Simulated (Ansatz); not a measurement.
Results of HSE06 in Ansatz (plane waves, PAW) for fluorite SrF₂.

Run with plane-wave cutoff 460 eV, 8×8×8 k mesh, Fermi–Dirac smearing 0.01 eV, scalar-relativistic PAW data made under PBE.

Computed points:

```csv
V (Å³/atom),E − E_lowest (meV/atom),P (GPa)
15.519,10.13,4.10
15.989,1.81,1.64
16.336,0.00,0.07
16.744,1.96,-1.56
17.153,7.79,-2.98
```

**Question.** Estimate the bulk modulus from the pressures at 15.989 and 16.744 Å³/atom, and compare it with a fit to all energies.

**Answer.** B = −V dP/dV. Between V = 15.989 and 16.744 Å³/atom, dP/dV = (-1.56 − (1.64))/(16.744 − 15.989) = -4.24 GPa per Å³/atom; at the midpoint 16.367 Å³/atom this gives B ≈ 69.4 GPa. The third-order Birch–Murnaghan fit gives V0 = 16.351 Å³/atom, B0 = 69.5 GPa, B′ = 4.6, which lies within 1 % of that estimate.

Measured, for comparison: bulk modulus 69 GPa (temperature not stated, no zero-point or thermal correction; as tabulated in On the Morphology of Group II Metal Fluoride Nanocrystals at Finite Temperature …). Computed (rounded) less measured: bulk modulus +0.7 %.

Static lattice: no zero-point or thermal effects.

Ansatz is a first-principles code.
